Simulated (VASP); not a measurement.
# Ge (Fd-3m) in VASP: a series of runs

Runs on Ge. Level: r2SCAN. Tasks: phonons.

All numbers are computed with VASP 6.6.1; they aren't measurements. Logs are shortened: lines on timing, memory, paths and dates and some standing lists are left out, and cuts for length are marked.

### 1 Starting point

Symmetry: Fd-3m, No. 227, cubic system. The conventional cell has a = 5.658 Å, b = 5.658 Å, c = 5.658 Å, α = 90.00°, β = 90.00°, γ = 90.00°. Around Ge (site symmetry -43m) lie 4 Ge at 2.45 Å.

The cell was built by a generator and needn't be a form met in nature.

### 2 Phonons, r2SCAN

Contents of POSCAR:

```
Ge
1.0
    0.0000000000      2.8290000000      2.8290000000
    2.8290000000      0.0000000000      2.8290000000
    2.8290000000      2.8290000000      0.0000000000
Ge
2
Direct
    0.0000000000      0.0000000000      0.0000000000
    0.2500000000      0.2500000000      0.2500000000
```

Contents of INCAR.step1:

```
SYSTEM = Ge
  PREC = Accurate
  ENCUT = 600
  EDIFF = 1E-8
  ISMEAR = -1
  SIGMA = 0.03
  LREAL = .False.
  LASPH = .True.
  NELM = 60
  ALGO = Normal
  ISIF = 3
  LWAVE = .False.
  LCHARG = .False.
  METAGGA = R2SCAN
  LMIXTAU = .True.
  NELECT = 27.95155
  IBRION = 2
  NSW = 40
  EDIFFG = -0.002
```

Contents of INCAR.step2:

```
SYSTEM = Ge
  PREC = Accurate
  ENCUT = 600
  EDIFF = 1E-8
  ISMEAR = -1
  SIGMA = 0.03
  LREAL = .False.
  LASPH = .True.
  NELM = 60
  ALGO = Normal
  ISIF = 2
  LWAVE = .False.
  LCHARG = .False.
  METAGGA = R2SCAN
  LMIXTAU = .True.
  NELECT = 27.95155
  IBRION = 6
  NFREE = 2
  POTIM = 0.015
  NSW = 1
```

Contents of KPOINTS:

```
regular mesh
0
Gamma
  14 14 14
  0 0 0
```

Potentials or basis: VASP PAW PBE potentials, release 64 (Ge_d).

Command:

```
cat potpaw_PBE.64/Ge_d/POTCAR > POTCAR
cp INCAR.step1 INCAR
mpirun -np 1 vasp_std > vasp.out
cp CONTCAR POSCAR
cp INCAR.step2 INCAR
mpirun -np 1 vasp_std > vasp.out
```

OUTCAR:

```text
SYSTEM = Ge
   PREC = Accurate
   ENCUT = 600
   EDIFF = 1E-8
   ISMEAR = -1
   LREAL = .False.
   LASPH = .True.
   NELM = 60
   ISIF = 2
   METAGGA = R2SCAN
   NELECT = 27.95155
   IBRION = 6
   NFREE = 2
   POTIM = 0.015
   NSW = 1

 ion  position               nearest neighbor table
   1  0.000  0.000  0.000-   2 2.44   2 2.44   2 2.44   2 2.44
   2  0.250  0.250  0.250-   1 2.44   1 2.44   1 2.44   1 2.44

  LATTYP: Found a face centered cubic cell.
 ALAT       =     5.6358394962

  Lattice vectors:

 A1 = (   0.0000000000,   2.8179197481,   2.8179197481)
 A2 = (   2.8179197481,   0.0000000000,   2.8179197481)
 A3 = (   2.8179197481,   2.8179197481,   0.0000000000)

Analysis of symmetry for initial positions (statically):
=====================================================================
 Subroutine PRICEL returns:
 Original cell was already a primitive cell.

 Routine SETGRP: Setting up the symmetry group for a
 face centered cubic supercell.

 Subroutine GETGRP returns: Found 48 space group operations
 (whereof 24 operations were pure point group operations)
 out of a pool of 48 trial point group operations.

The static configuration has the point symmetry T_d .
 The point group associated with its full space group is O_h .

Analysis of symmetry for dynamics (positions and initial velocities):
=====================================================================
 Subroutine PRICEL returns:
 Original cell was already a primitive cell.

 Routine SETGRP: Setting up the symmetry group for a
 face centered cubic supercell.

 Subroutine GETGRP returns: Found 48 space group operations
 (whereof 24 operations were pure point group operations)
 out of a pool of 48 trial point group operations.

The dynamic configuration has the point symmetry T_d .
 The point group associated with its full space group is O_h .

 Subroutine INISYM returns: Found 48 space group operations
 (whereof 24 operations are pure point group operations),
 and found     1 'primitive' translations

----------------------------------------------------------------------------------------

                                     Primitive cell

  volume of cell :      44.7524

  direct lattice vectors                    reciprocal lattice vectors
     0.000000000  2.817919748  2.817919748    -0.177435855  0.177435855  0.177435855
     2.817919748  0.000000000  2.817919748     0.177435855 -0.177435855  0.177435855
     2.817919748  2.817919748  0.000000000     0.177435855  0.177435855 -0.177435855

  length of vectors
     3.985140325  3.985140325  3.985140325     0.307327916  0.307327916  0.307327916

  position of ions in fractional coordinates (direct lattice)
     0.000000000  0.000000000  0.000000000
     0.250000000  0.250000000  0.250000000

  ion indices of the primitive-cell ions
   primitive index   ion index
                 1           1
                 2           2

----------------------------------------------------------------------------------------

 KPOINTS: regular mesh

Automatic generation of k-mesh.
 Grid dimensions read from file:
 generate k-points for:   14   14   14

 Generating k-lattice:

  Cartesian coordinates                     Fractional coordinates (reciprocal lattice)
    -0.012673990  0.012673990  0.012673990     0.071428571  0.000000000  0.000000000
     0.012673990 -0.012673990  0.012673990     0.000000000  0.071428571  0.000000000
     0.012673990  0.012673990 -0.012673990     0.000000000  0.000000000  0.071428571

  Length of vectors
     0.021951994  0.021951994  0.021951994

  Shift w.r.t. Gamma in fractional coordinates (k-lattice)
     0.000000000  0.000000000  0.000000000

 Subroutine IBZKPT returns following result:
 ===========================================

 Found    104 irreducible k-points:

 Following reciprocal coordinates:
            Coordinates               Weight
  0.000000  0.000000  0.000000      1.000000
  0.071429  0.000000  0.000000      8.000000
  0.142857  0.000000  0.000000      8.000000
  0.214286  0.000000  0.000000      8.000000
  0.285714  0.000000  0.000000      8.000000
  0.357143  0.000000  0.000000      8.000000
[... 16 lines left out ...]
  0.214286  0.142857  0.000000     24.000000
  0.285714  0.142857  0.000000     24.000000
 [... further k-points ...]
   k-points           NKPTS =    104   k-points in BZ     NKDIM =    104   number of bands    NBANDS=     18
   number of dos      NEDOS =    301   number of ions     NIONS =      2
   total plane-waves  NPLWV =  32768
   dimension x,y,z NGX =    32 NGY =   32 NGZ =   32
   dimension x,y,z NGXF=    64 NGYF=   64 NGZF=   64
   ions per type =               2
   NGX,Y,Z   is equivalent  to a cutoff of  13.35, 13.35, 13.35 a.u.
   NGXF,Y,Z  is equivalent  to a cutoff of  26.70, 26.70, 26.70 a.u.
 SYSTEM =  Ge
   PREC   = accura    normal or accurate (medium, high low for compatibility)
   ISTART =      0    job   : 0-new  1-cont  2-samecut
   ICHARG =      2    charge: 1-file 2-atom 10-const
   ISPIN  =      1    spin polarized calculation?
   LNONCOLLINEAR =      F non collinear calculations
   LSORBIT =      F    spin-orbit coupling
   LASPH  =      T    aspherical Exc in radial PAW
   ENCUT  =  600.0 eV  44.10 Ry    6.64 a.u.   7.96  7.96  7.96*2*pi/ulx,y,z
   NELM   =     60;   NELMIN=  2; NELMDL=  0     # of ELM steps
   EDIFF  = 0.1E-07   stopping-criterion for ELM
   LREAL  =      F    real-space projection
   EDIFFG = 0.1E-06   stopping-criterion for IOM
   NSW    =     61    number of steps for IOM
   IBRION =      6    ionic relax: 0-MD 1-quasi-New 2-CG
   NFREE  =      2    steps in history (QN), initial steepest desc. (CG)
   ISIF   =      2    stress and relaxation
   ISYM   =      2    0-nonsym 1-usesym 2-fastsym
   POTIM  = 0.0150    time-step for ionic-motion
   TEBEG  =    0.0;   TEEND  =   0.0 temperature during run
   PSTRESS=    0.0 pullay stress
   NELECT =      27.9516    total number of electrons
   NUPDOWN=      -1.0000    fix difference up-down
   EMIN   =  10.00;   EMAX   =-10.00  energy-range for DOS
   EFERMI =   0.00;   METHOD = LEGACY
   ISMEAR =    -1;   SIGMA  =   0.03  broadening in eV -4-tet -1-fermi 0-gaus
   EFERMI_NEDOS =   21; number of points for ismear=-14 and -15
   IALGO  =     38    algorithm
   IMIX   =      4    mixing-type and parameters
     AMIX     =   0.40;   BMIX     =  1.00
     AMIX_MAG =   1.60;   BMIX_MAG =  1.00
  volume/ion in A,a.u.               =      22.38       151.00
  Fermi-wavevector in a.u.,A,eV,Ry     =   1.399388  2.644460 26.644113  1.958287
  Thomas-Fermi vector in A             =   2.522452
   LORBIT       =      0    0 simple, 1 ext, 2 COOP (PROOUT), +10 PAW based schemes
   METAGGA = R2SCAN    functional components
   LHFCALC =     F    Hartree Fock is set to
   AEXX    =    0.0000 exact exchange contribution
   IVDW    =     0    specifies the selected vdW correction
   LEPSILON=     F    determine dielectric tensor
   LRPA    =     F    only Hartree local field effects (RPA)
 finite differences with symmetry
 non-spin polarized calculation
  energy-cutoff  :      600.00
  volume of cell :       44.75
 maximum number of plane-waves:      1524
   NGX = 15   NGY = 15   NGZ = 15

--------------------------------------- Ionic step        1  -------------------------------------------

 number of electron      27.9515502 magnetization

 Free energy of the ion-electron system (eV)
  ---------------------------------------------------
  ext. energy  EPLUGINS =         0.00000000
  ---------------------------------------------------
  free energy    TOTEN  =       -27.96718291 eV

  energy without entropy =      -27.96659138  energy(sigma->0) =      -27.96688714

------------------------ aborting loop because EDIFF is reached ----------------------------------------

  FORCE on cell =-STRESS in cart. coord.  units (eV):
  Direction    XX          YY          ZZ          XY          YZ          ZX
  --------------------------------------------------------------------------------------
  -------------------------------------------------------------------------------------
  Total        0.0010605      0.0010605      0.0010605     -0.0000000      0.0000000      0.0000000
  in kB        0.0379665      0.0379665      0.0379665     -0.0000000      0.0000000      0.0000000
  external PRESSURE =       0.0379665 kB  Pullay stress =       0.0000000 kB
[... 57 lines left out ...]
  energy  without entropy=      -27.9654956680  energy(sigma->0) =      -27.96576134

--------------------------------------- Ionic step        3  -------------------------------------------

 number of electron      27.9515501 magnetization

 Free energy of the ion-electron system (eV)
  ---------------------------------------------------
  ext. energy  EPLUGINS =         0.00000000
  ---------------------------------------------------
  free energy    TOTEN  =       -27.96602355 eV

  energy without entropy =      -27.96549202  energy(sigma->0) =      -27.96575778

 E-fermi :   4.4892     XC(G=0): -10.8637

 val. band max:        4.4849153929   @ k =  -0.2143  -0.0714  -0.0714
 cond. band min:       4.4953970054   @ k =   0.1429   0.0000   0.0000
 fundamental gap:      0.0104816125
 Fermi energy:         4.4891606136

 k-point     1 :       0.0000    0.0000    0.0000
  band No.  band energies     occupation
      1     -20.6293      2.00000
      2     -20.6265      2.00000
      3     -20.6235      2.00000
      4     -20.5857      2.00000
      5     -20.5857      2.00000
      6     -20.3644      2.00000
[... 10 lines left out ...]
     17       7.6401      0.00000
     18       7.6979      0.00000
[... 466 lines left out ...]
      2     -20.6432      2.00000
      3     -20.6172      2.00000
      4     -20.5552      2.00000
      5     -20.5302      2.00000
      6     -20.4291      2.00000
[... 10 lines left out ...]
     17      10.1265      0.00000
     18      10.2282      0.00000

 [... further k-points ...]
[... 5 lines left out ...]
  --------------------------------------------------------------------------------------
  -------------------------------------------------------------------------------------
  Total       -0.0022982      0.0064882      0.0064882      0.0000000     -0.1440540      0.0000000
  in kB       -0.0822780      0.2322838      0.2322838      0.0000000     -5.1572728      0.0000000
  external PRESSURE =       0.1274299 kB  Pullay stress =       0.0000000 kB
[... 17 lines left out ...]
  FREE ENERGIE OF THE ION-ELECTRON SYSTEM (eV)
  ---------------------------------------------------
  free  energy   TOTEN  =       -27.9660235458 eV

  energy  without entropy=      -27.9654920194  energy(sigma->0) =      -27.96575778

 INTERNAL STRAIN TENSORS FROM DISPLACED ATOMS
 ============================================

 INTERNAL STRAIN TENSOR FOR ION    1 for displacements in x,y,z  (eV/Angst):
          X           Y           Z          XY          YZ          ZX
  --------------------------------------------------------------------------------
  x     0.00000    -0.00000    -0.00000     0.00000     9.58119     0.00000
  y    -0.00000     0.00000    -0.00000     0.00000     0.00000     9.58119
  z    -0.00000    -0.00000     0.00000     9.58119     0.00000     0.00000

 INTERNAL STRAIN TENSOR FOR ION    2 for displacements in x,y,z  (eV/Angst):
          X           Y           Z          XY          YZ          ZX
  --------------------------------------------------------------------------------
  x     0.00000     0.00000     0.00000     0.00000    -9.58119     0.00000
  y     0.00000     0.00000     0.00000     0.00000     0.00000    -9.58119
  z     0.00000     0.00000     0.00000    -9.58119     0.00000     0.00000

 Eigenvectors and eigenvalues of the dynamical matrix
 ----------------------------------------------------

   1 f  =    8.340581 THz    52.405414 2PiTHz  278.211824 cm-1    34.493854 meV
             X         Y         Z           dx          dy          dz
      0.000000  0.000000  0.000000     0.000000   -0.707107    0.000000
      1.408960  1.408960  1.408960     0.000000    0.707107    0.000000

   2 f  =    8.340581 THz    52.405414 2PiTHz  278.211824 cm-1    34.493854 meV
             X         Y         Z           dx          dy          dz
      0.000000  0.000000  0.000000    -0.707107    0.000000    0.000000
      1.408960  1.408960  1.408960     0.707107    0.000000    0.000000
[... 11 lines left out ...]
   5 f  =    0.000000 THz     0.000000 2PiTHz    0.000000 cm-1     0.000000 meV
             X         Y         Z           dx          dy          dz
      0.000000  0.000000  0.000000     0.000000    0.707107    0.000000
      1.408960  1.408960  1.408960     0.000000    0.707107    0.000000

   6 f  =    0.000000 THz     0.000000 2PiTHz    0.000000 cm-1     0.000000 meV
             X         Y         Z           dx          dy          dz
      0.000000  0.000000  0.000000     0.000000    0.000000    0.707107
      1.408960  1.408960  1.408960     0.000000    0.000000    0.707107

 ELASTIC MODULI CONTR FROM IONIC RELAXATION (kBar)
 Direction    XX          YY          ZZ          XY          YZ          ZX
 --------------------------------------------------------------------------------
 XX          -0.0000     -0.0000     -0.0000      0.0000      0.0000      0.0000
 YY          -0.0000     -0.0000     -0.0000      0.0000      0.0000      0.0000
 ZZ          -0.0000     -0.0000     -0.0000      0.0000      0.0000      0.0000
 XY           0.0000      0.0000      0.0000   -318.0361      0.0000      0.0000
 YZ           0.0000      0.0000      0.0000      0.0000   -318.0361      0.0000
 ZX           0.0000      0.0000      0.0000      0.0000      0.0000   -318.0361
 --------------------------------------------------------------------------------
```

It took 20 min on 1 thread of Intel Xeon 6975P-C (Granite Rapids), shared host; peak memory 0.64 GiB.

Results:

* Relaxed volume: 22.38 Å³/atom
* Relaxed cell: a = 3.985 Å, b = 3.985 Å, c = 3.985 Å, α = 60.00°, β = 60.00°, γ = 60.00°
* Space group after relaxing (to 0.05 Å): Fd-3m (No. 227)
* Highest phonon frequency at Γ: 278 cm⁻¹

Step by step:
```tsv
step	energy change (eV)	largest force (eV/Å)	pressure (GPa)	volume (Å³)
1	0.0000	0.0000	-0.86	45.28
2	-0.0012	0.0000	0.44	44.49
3	-0.0015	0.0000	0.02	44.74
4	-0.0015	0.0000	0.00	44.75
```

Final structure:
```cif
data_structure
_symmetry_space_group_name_H-M 'P 1'
_symmetry_Int_Tables_number 1
_cell_length_a 3.9851
_cell_length_b 3.9851
_cell_length_c 3.9851
_cell_angle_alpha 60.000
_cell_angle_beta 60.000
_cell_angle_gamma 60.000
_cell_volume 44.75
loop_
_atom_site_label
_atom_site_type_symbol
_atom_site_fract_x
_atom_site_fract_y
_atom_site_fract_z
_atom_site_occupancy
Ge1 Ge 0.00000 0.00000 0.00000 1
Ge2 Ge 0.25000 0.25000 0.25000 1
```

Phonon frequencies in cm⁻¹ (negative: imaginary):
```csv
q point,frequencies
"(0.000, 0.000, 0.000)",0 0 0 278 278 278
```

Caveat: the cell is charged against a uniform background, so pressure and absolute levels hang on convention; the PAW data sets were made with another functional, which shifts forces and pressure a little.

(Part 1 of 2 ends here.)
